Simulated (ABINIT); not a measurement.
# SnSe2 (P-3m1) in ABINIT: further runs

One crystal, SnSe2, is run at these levels: PBE, LDA; tasks: single point.

Program: ABINIT 10.8.3 (patched build). These are calculated values, not measurements. Logs are shortened: lines on timing, memory, paths and dates and some standing lists are left out, and cuts for length are marked. The log counts tension as positive stress, the text compression.

## (1) The crystal as given

It takes space group P-3m1 (No. 164, trigonal). The conventional cell has a = 3.811 Å, b = 3.811 Å, c = 6.136 Å, α = 90.00°, β = 90.00°, γ = 120.00°. Sn (site symmetry -3m) is surrounded by 6 Se at 2.68 Å. Around Se (site symmetry 3m) lie 3 Sn at 2.68 Å.

## (2) Single point, PBE

The input, run.abi:

```
# Pseudopotentials
pp_dirpath "./"
pseudos "Sn.upf, Se.upf"

# Structure
acell 3*1.0
rprim
     7.2017462609     0.0000000000     0.0000000000
    -3.6008731305     6.2368952135     0.0000000000
     0.0000000000     0.0000000000    11.5953595007
ntypat 2
znucl 50 34
natom 3
typat 1 2 2
xred
     0.0000000000     0.0000000000     0.0000000000
     0.6666666667     0.3333333333     0.7510000000
     0.3333333333     0.6666666667     0.2490000000

# Plane-wave basis
ecut 1088.455450 eV

# k points
kptopt 1
ngkpt 6 6 4
nshiftk 1
shiftk 0.0 0.0 0.0

# Exchange and correlation
ixc 11

# Bands and occupations
nband 28
occopt 3
tsmear 0.05 eV

# SCF cycle
nstep 100
tolvrs 1.0e-10

# Output
iomode 3
prtwf 0
prtden 0
prteig 0
prtebands 0
enunit 2
```

Potentials or basis: PseudoDojo NC SR PBE v0.4.1 standard.

On the command line:

```bash
$ abinit run.abi > log 2>&1
```

run.abo:

```text
.Version 10.8.3 of ABINIT
 Symmetries : space group P-3 m 1 (#164); Bravais hP (primitive hexag.)
================================================================================
 Values of the parameters that define the memory need of the present run
     intxc =       0    ionmov =       0      iscf =       7    lmnmax =       6
     lnmax =       6     mgfft =      72  mpssoang =       3    mqgrid =    3302
     natom =       3  nloc_mem =       1    nspden =       1   nspinor =       1
    nsppol =       1      nsym =      12    n1xccc =    2501    ntypat =       2
    occopt =       3   xclevel =       2
       mpw =        6312          nfft =      145800          nkpt =          24
================================================================================
================================================================================

--------------------------------------------------------------------------------
------------- Echo of variables that govern the present computation ------------
--------------------------------------------------------------------------------
 -outvars: echo values of preprocessed input variables --------
            acell      1.0000000000E+00  1.0000000000E+00  1.0000000000E+00 Bohr
              amu      1.18710000E+02  7.89600000E+01
             ecut      4.00000000E+01 Hartree
           enunit           2
              ixc          11
         kptrlatt        6    0    0      0    6    0      0    0    4
          kptrlen      4.32104776E+01
            natom           3
            nband          28
            ngfft          45      45      72
             nkpt          24
            nstep         100
             nsym          12
           ntypat           2
           occopt           3
           prtden           0
        prtebands           0
           prteig           0
            prtwf           0
            rprim      7.2017462609E+00  0.0000000000E+00  0.0000000000E+00
                      -3.6008731305E+00  6.2368952135E+00  0.0000000000E+00
                       0.0000000000E+00  0.0000000000E+00  1.1595359501E+01
          spgroup         164
           tolvrs      1.00000000E-10
           tsmear      1.83746611E-03 Hartree
            typat      1  2  2
           xangst      0.0000000000E+00  0.0000000000E+00  0.0000000000E+00
                       1.9054999987E+00  1.1001409372E+00  4.6081359969E+00
                      -1.7639782332E-11  2.2002818744E+00  1.5278639990E+00
            xcart      0.0000000000E+00  0.0000000000E+00  0.0000000000E+00
                       3.6008731304E+00  2.0789650712E+00  8.7081149850E+00
                      -3.3334357529E-11  4.1579301423E+00  2.8872445157E+00
             xred      0.0000000000E+00  0.0000000000E+00  0.0000000000E+00
                       6.6666666667E-01  3.3333333333E-01  7.5100000000E-01
                       3.3333333333E-01  6.6666666667E-01  2.4900000000E-01
            znucl       50.00000   34.00000

================================================================================

 chkinp: Checking input parameters for consistency.

================================================================================
== DATASET  1 ==================================================================

--- !DatasetInfo
iteration_state: {dtset: 1, }
dimensions: {natom: 3, nkpt: 24, mband: 28, nsppol: 1, nspinor: 1, nspden: 1, mpw: 6312, }
cutoff_energies: {ecut:  40.0, pawecutdg:  -1.0, }
electrons: {nelect:   4.60000000E+01, charge:   0.00000000E+00, occopt:   3.00000000E+00, tsmear:   1.83746611E-03, }
meta: {optdriver: 0, ionmov: 0, optcell: 0, iscf: 7, paral_kgb: 0, }
...

 Exchange-correlation functional for the present dataset will be:
  GGA: Perdew-Burke-Ernzerhof functional - ixc=11
  J.P.Perdew, K.Burke, M.Ernzerhof, PRL 77, 3865 (1996)

 Real(R)+Recip(G) space primitive vectors, cartesian coordinates (Bohr,Bohr^-1):
 R(1)=  7.2017463  0.0000000  0.0000000  G(1)=  0.1388552  0.0801681  0.0000000
 R(2)= -3.6008731  6.2368952  0.0000000  G(2)=  0.0000000  0.1603362  0.0000000
 R(3)=  0.0000000  0.0000000 11.5953595  G(3)=  0.0000000  0.0000000  0.0862414
 Unit cell volume ucvol=  5.2082339E+02 bohr^3
 Angles (23,13,12)=  9.00000000E+01  9.00000000E+01  1.20000000E+02 degrees

 getcut: wavevector=  0.0000  0.0000  0.0000  ngfft=  45  45  72
         ecut(hartree)=     40.000   => boxcut(ratio)=   2.14595

--- Pseudopotential description ------------------------------------------------
- pspini: atom type   1  psp file is ./Sn.upf
12 -101130 2 -1 1628                          pspcod,pspxc,lmax,lloc,mmax
     nproj     2     2     2

- pspini: atom type   2  psp file is ./Se.upf
12 -101130 2 -1 1214                          pspcod,pspxc,lmax,lloc,mmax
     nproj     2     2     2

   4.21900967E+03                                ecore*ucvol(ha*bohr**3)
--------------------------------------------------------------------------------

================================================================================

--- !BeginCycle
iteration_state: {dtset: 1, }
solver: {iscf: 7, nstep: 100, nline: 4, wfoptalg: 0, }
tolerances: {tolvrs: 1.00E-10, }
...

     iter   Etot(hartree)      deltaE(h)  residm     vres2
 ETOT  1  -319.20020529242    -3.192E+02 2.053E+00 1.693E+02
 ETOT  2  -321.30934111426    -2.109E+00 1.375E-01 2.667E+01
 ETOT  3  -321.31126520612    -1.924E-03 1.815E-02 4.617E+00
 ETOT  4  -321.31139145601    -1.262E-04 2.710E-03 4.827E-01
 ETOT  5  -321.31143260297    -4.115E-05 2.668E-04 9.730E-03
 ETOT  6  -321.31143315763    -5.547E-07 3.783E-04 7.810E-04
 ETOT  7  -321.31143318690    -2.927E-08 1.752E-04 2.269E-04
 ETOT  8  -321.31143319549    -8.596E-09 3.165E-04 6.388E-06
 ETOT  9  -321.31143319584    -3.488E-10 1.330E-04 1.390E-06
 ETOT 10  -321.31143319590    -5.986E-11 2.326E-04 1.828E-08
 ETOT 11  -321.31143319591    -1.273E-11 9.134E-05 6.127E-09
 ETOT 12  -321.31143319589     1.876E-11 1.554E-04 1.087E-10
 ETOT 13  -321.31143319590    -4.491E-12 5.834E-05 9.366E-12

 At SCF step   13       vres2   =  9.37E-12 < tolvrs=  1.00E-10 =>converged.

 Cartesian components of stress tensor (hartree/bohr^3)
  sigma(1 1)= -1.77106016E-04  sigma(3 2)=  0.00000000E+00
  sigma(2 2)= -1.77106016E-04  sigma(3 1)=  0.00000000E+00
  sigma(3 3)= -2.19867712E-04  sigma(2 1)=  1.23266014E-13

--- !ResultsGS
iteration_state: {dtset: 1, }
comment   : Summary of ground state results
lattice_vectors:
- [  7.2017463,   0.0000000,   0.0000000, ]
- [ -3.6008731,   6.2368952,   0.0000000, ]
- [  0.0000000,   0.0000000,  11.5953595, ]
lattice_lengths: [   7.20175,    7.20175,   11.59536, ]
lattice_angles: [ 90.000,  90.000, 120.000, ] # degrees, (23, 13, 12)
lattice_volume:   5.2082339E+02
convergence: {deltae: -4.491E-12, res2:  9.366E-12, residm:  5.834E-05, diffor: null, }
etotal    :  -3.21311433E+02
entropy   :   0.00000000E+00
fermie    :   1.53996234E-01
cartesian_stress_tensor: # hartree/bohr^3
- [ -1.77106016E-04,   1.23266014E-13,   0.00000000E+00, ]
- [  1.23266014E-13,  -1.77106016E-04,   0.00000000E+00, ]
- [  0.00000000E+00,   0.00000000E+00,  -2.19867712E-04, ]
pressure_GPa:   5.6300E+00
xred      :
- [  0.0000E+00,   0.0000E+00,   0.0000E+00, Sn]
- [  6.6667E-01,   3.3333E-01,   7.5100E-01, Se]
- [  3.3333E-01,   6.6667E-01,   2.4900E-01, Se]
cartesian_forces: # hartree/bohr
- [ -4.98517096E-29,  -1.43909490E-28,  -0.00000000E+00, ]
- [ -3.48961967E-28,   3.74164673E-28,  -1.57319352E-02, ]
- [  3.98813677E-28,  -2.30255184E-28,   1.57319352E-02, ]
force_length_stats: {min:   1.52299488E-28, max:   1.57319352E-02, mean:   1.04879568E-02, }
...

 Integrated electronic density in atomic spheres:
 ------------------------------------------------
 Atom  Sphere_radius  Integrated_density
    1        2.00000         10.49117742
    2        2.00000         13.23217122
    3        2.00000         13.23217122
================================================================================

 ----iterations are completed or convergence reached----

 Mean square residual over all n,k,spin=   11.148E-08; max=  58.337E-06
 reduced coordinates (array xred) for    3 atoms
       0.000000000000      0.000000000000      0.000000000000
       0.666666666667      0.333333333333      0.751000000000
       0.333333333333      0.666666666667      0.249000000000
 rms dE/dt=  8.5992E-02; max dE/dt=  1.8242E-01; dE/dt below (all hartree)
    1       0.000000000000      0.000000000000      0.000000000000
    2       0.000000000000     -0.000000000000      0.182417444068
    3      -0.000000000000      0.000000000000     -0.182417444068

 cartesian coordinates (angstrom) at end:
    1      0.00000000000000     0.00000000000000     0.00000000000000
    2      1.90549999868555     1.10014093717839     4.60813599687231
    3     -0.00000000001764     2.20028187435677     1.52786399896299

 cartesian forces (hartree/bohr) at end:
    1     -0.00000000000000    -0.00000000000000    -0.00000000000000
    2     -0.00000000000000     0.00000000000000    -0.01573193518126
    3      0.00000000000000    -0.00000000000000     0.01573193518126
 frms,max,avg= 7.4161054E-03 1.5731935E-02   0.000E+00  0.000E+00  0.000E+00 h/b

 cartesian forces (eV/Angstrom) at end:
    1     -0.00000000000000    -0.00000000000000    -0.00000000000000
    2     -0.00000000000000     0.00000000000000    -0.80896863297240
    3      0.00000000000000    -0.00000000000000     0.80896863297240
 frms,max,avg= 3.8135147E-01 8.0896863E-01   0.000E+00  0.000E+00  0.000E+00 e/A
 length scales=  1.000000000000  1.000000000000  1.000000000000 bohr
              =  0.529177210544  0.529177210544  0.529177210544 angstroms
 Fermi (or HOMO) energy (hartree) =   0.15400   Average Vxc (hartree)=  -0.36708
 Eigenvalues (hartree) for nkpt=  24  k points:
 kpt#   1, nband= 28, wtk=  0.00694, kpt=  0.0000  0.0000  0.0000 (reduced coord)
  -1.58344   -1.58344   -1.58344   -1.58344   -1.58152   -1.58152   -1.58150   -1.58150
  -1.58084   -1.58083   -0.64363   -0.64363   -0.64225   -0.64174   -0.64174   -0.37557
  -0.31018   -0.08343    0.11383    0.11383    0.12468    0.12468    0.13959    0.17864
   0.24794    0.30976    0.30976    0.43842
      occupation numbers for kpt#   1
   2.00000    2.00000    2.00000    2.00000    2.00000    2.00000    2.00000    2.00000
   2.00000    2.00000    2.00000    2.00000    2.00000    2.00000    2.00000    2.00000
   2.00000    2.00000    2.00000    2.00000    2.00000    2.00000    1.99921    0.00000
   0.00000    0.00000    0.00000    0.00000
 prteigrs : prtvol=0 or 1, do not print more k-points.

 Fermi (or HOMO) energy (eV) =   4.19045   Average Vxc (eV)=  -9.98871
 Eigenvalues (   eV  ) for nkpt=  24  k points:
 kpt#   1, nband= 28, wtk=  0.00694, kpt=  0.0000  0.0000  0.0000 (reduced coord)
 -43.08769  -43.08769  -43.08766  -43.08766  -43.03530  -43.03530  -43.03469  -43.03469
 -43.01678  -43.01657  -17.51404  -17.51404  -17.47653  -17.46252  -17.46252  -10.21984
  -8.44042   -2.27014    3.09740    3.09740    3.39279    3.39279    3.79833    4.86095
   6.74670    8.42889    8.42889   11.93002
 prteigrs : prtvol=0 or 1, do not print more k-points.

--- !EnergyTerms
iteration_state     : {dtset: 1, }
comment             : Components of total free energy in Hartree
kinetic             :  2.04103495623668E+02
hartree             :  9.61198052891937E+01
xc                  : -7.05417917619510E+01
Ewald energy        : -1.70524007114037E+02
psp_core            :  8.10065318521657E+00
local_psp           : -2.59887358554508E+02
non_local_psp       : -1.28682228785752E+02
internal            : -3.21311432118170E+02
'-kT*entropy'       : -1.07772905457963E-06
total_energy        : -3.21311433195899E+02
total_energy_eV     : -8.74332951394333E+03
band_energy         : -3.88997433258166E+01
...

 Cartesian components of stress tensor (hartree/bohr^3)
  sigma(1 1)= -1.77106016E-04  sigma(3 2)=  0.00000000E+00
  sigma(2 2)= -1.77106016E-04  sigma(3 1)=  0.00000000E+00
  sigma(3 3)= -2.19867712E-04  sigma(2 1)=  1.23266014E-13

-Cartesian components of stress tensor (GPa)         [Pressure=  5.6300E+00 GPa]
- sigma(1 1)= -5.21063889E+00  sigma(3 2)=  0.00000000E+00
- sigma(2 2)= -5.21063889E+00  sigma(3 1)=  0.00000000E+00
- sigma(3 3)= -6.46873141E+00  sigma(2 1)=  3.62661134E-09

== END DATASET(S) ==============================================================
================================================================================

 -outvars: echo values of variables after computation  --------
            acell      1.0000000000E+00  1.0000000000E+00  1.0000000000E+00 Bohr
           etotal     -3.2131143320E+02
            fcart     -4.9851709583E-29 -1.4390948974E-28 -0.0000000000E+00
                      -3.4896196708E-28  3.7416467331E-28 -1.5731935181E-02
                       3.9881367666E-28 -2.3025518358E-28  1.5731935181E-02
            rprim      7.2017462609E+00  0.0000000000E+00  0.0000000000E+00
                      -3.6008731305E+00  6.2368952135E+00  0.0000000000E+00
                       0.0000000000E+00  0.0000000000E+00  1.1595359501E+01
           strten     -1.7710601624E-04 -1.7710601600E-04 -2.1986771170E-04
                       0.0000000000E+00  0.0000000000E+00  1.2326601410E-13
           xangst      0.0000000000E+00  0.0000000000E+00  0.0000000000E+00
                       1.9054999987E+00  1.1001409372E+00  4.6081359969E+00
                      -1.7639782332E-11  2.2002818744E+00  1.5278639990E+00
             xred      0.0000000000E+00  0.0000000000E+00  0.0000000000E+00
                       6.6666666667E-01  3.3333333333E-01  7.5100000000E-01
                       3.3333333333E-01  6.6666666667E-01  2.4900000000E-01
 Calculation completed.
```

It took 3.3 min on 1 thread of Arm Neoverse V1, shared host; peak memory 0.16 GiB.

Results:

```
Free energy                                           : -8743.3295 eV
Pressure                                              : 5.6 GPa
Largest force                                         : 0.809 eV/Å
Band gap on the k mesh                                : 0.80 eV, indirect (least direct gap 1.06 eV)
Valence electrons inside the program's atomic spheres : Sn 10.49; Se 13.23
```

Forces in eV/Å, atoms in the order of the input:
```
Sn   0.000  0.000  0.000
Se   0.000  0.000 -0.809
Se   0.000  0.000  0.809
```

Caveat: spin-orbit coupling is left out, which moves the levels of the heavy elements; this functional lacks dispersion, which binds the layers, so the pressure and a relaxed spacing across them are unreliable.

## (3) Single point, LDA

The input, run.abi:

```
# Pseudopotentials
pp_dirpath "./"
pseudos "Sn.upf, Se.upf"

# Structure
acell 7.2017462609 7.2017462609 11.5953595007
rprim
     1.0000000000     0.0000000000     0.0000000000
    -0.5000000000     0.8660254038     0.0000000000
     0.0000000000     0.0000000000     1.0000000000
ntypat 2
znucl 50 34
natom 3
typat 1 2 2
xred
     0.0000000000     0.0000000000     0.0000000000
     0.6666666667     0.3333333333     0.7510000000
     0.3333333333     0.6666666667     0.2490000000

# Plane-wave basis
ecut 43.0

# k points
kptopt 1
ngkpt 6 6 4
nshiftk 1
shiftk 0.0 0.0 0.0

# Exchange and correlation
ixc 7

# Bands and occupations
nband 28
occopt 3
tsmear 0.05 eV

# SCF cycle
nstep 100
tolvrs 1.0e-10

# Output
iomode 3
prtwf 0
prteig 0
prtebands 0
prtvol 2
prtden 1
prtvha 1
prtvclmb 1
prtpot 1
prtelf 1
```

Potentials or basis: PseudoDojo NC SR LDA v0.4.1 standard.

On the command line:

```bash
$ abinit run.abi > log 2>&1
```

run.abo:

```text
.Version 10.8.3 of ABINIT
 Symmetries : space group P-3 m 1 (#164); Bravais hP (primitive hexag.)
================================================================================
 Values of the parameters that define the memory need of the present run
     intxc =       0    ionmov =       0      iscf =       7    lmnmax =       6
     lnmax =       6     mgfft =      72  mpssoang =       3    mqgrid =    3423
     natom =       3  nloc_mem =       1    nspden =       1   nspinor =       1
    nsppol =       1      nsym =      12    n1xccc =    2501    ntypat =       2
    occopt =       3   xclevel =       1
       mpw =        7042          nfft =      145800          nkpt =          24
================================================================================
================================================================================

--------------------------------------------------------------------------------
------------- Echo of variables that govern the present computation ------------
--------------------------------------------------------------------------------
 -outvars: echo values of preprocessed input variables --------
            acell      7.2017462609E+00  7.2017462609E+00  1.1595359501E+01 Bohr
              amu      1.18710000E+02  7.89600000E+01
             ecut      4.30000000E+01 Hartree
              ixc           7
         kptrlatt        6    0    0      0    6    0      0    0    4
          kptrlen      4.32104776E+01
            natom           3
            nband          28
[... 560 lines left out ...]
psp_core            :  7.88137892763374E+00
local_psp           : -2.64465073266070E+02
non_local_psp       : -1.24194361921603E+02
internal            : -3.20975295641021E+02
'-kT*entropy'       : -3.59064865564342E-06
total_energy        : -3.20975299231670E+02
total_energy_eV     : -8.73418284281229E+03
band_energy         : -3.92658950581969E+01
...

 Cartesian components of stress tensor (hartree/bohr^3)
  sigma(1 1)= -1.59746254E-05  sigma(3 2)=  0.00000000E+00
  sigma(2 2)= -1.59746259E-05  sigma(3 1)=  0.00000000E+00
  sigma(3 3)= -6.46027965E-05  sigma(2 1)=  0.00000000E+00

-Cartesian components of stress tensor (GPa)         [Pressure=  9.4689E-01 GPa]
- sigma(1 1)= -4.69989706E-01  sigma(3 2)=  0.00000000E+00
- sigma(2 2)= -4.69989722E-01  sigma(3 1)=  0.00000000E+00
- sigma(3 3)= -1.90067989E+00  sigma(2 1)=  0.00000000E+00

== END DATASET(S) ==============================================================
================================================================================

 -outvars: echo values of variables after computation  --------
            acell      7.2017462609E+00  7.2017462609E+00  1.1595359501E+01 Bohr
           etotal     -3.2097529923E+02
            fcart     -9.9703419166E-29 -5.7563795893E-29 -0.0000000000E+00
                      -9.9703419166E-28  1.1512759179E-28 -9.4494705535E-03
                       1.0967376108E-27 -5.7563795893E-29  9.4494705535E-03
            rprim      1.0000000000E+00  0.0000000000E+00  0.0000000000E+00
                      -5.0000000000E-01  8.6602540380E-01  0.0000000000E+00
                       0.0000000000E+00  0.0000000000E+00  1.0000000000E+00
           strten     -1.5974625402E-05 -1.5974625945E-05 -6.4602796542E-05
                       0.0000000000E+00  0.0000000000E+00  0.0000000000E+00
           xangst      0.0000000000E+00  0.0000000000E+00  0.0000000000E+00
                       1.9054999987E+00  1.1001409372E+00  4.6081359969E+00
                      -5.4052144433E-16  2.2002818744E+00  1.5278639990E+00
             xred      0.0000000000E+00  0.0000000000E+00  0.0000000000E+00
                       6.6666666667E-01  3.3333333333E-01  7.5100000000E-01
                       3.3333333333E-01  6.6666666667E-01  2.4900000000E-01
 Calculation completed.
```

Wall time 2.9 min (1 thread of Arm Neoverse V2, shared host); peak memory 0.15 GiB.

Results:

| Property | Result |
| --- | --- |
| Free energy | -8734.1828 eV |
| Pressure | 0.9 GPa |
| Largest force | 0.486 eV/Å |
| Band gap on the k mesh | 0.66 eV, indirect (least direct gap 0.84 eV) |
| Valence electrons inside the program's atomic spheres | Sn 10.51; Se 13.24 |

Forces on the atoms (eV/Å):
```
Sn   0.000  0.000  0.000
Se   0.000  0.000 -0.486
Se   0.000  0.000  0.486
```

Caveat: spin-orbit coupling is left out, which moves the levels of the heavy elements.
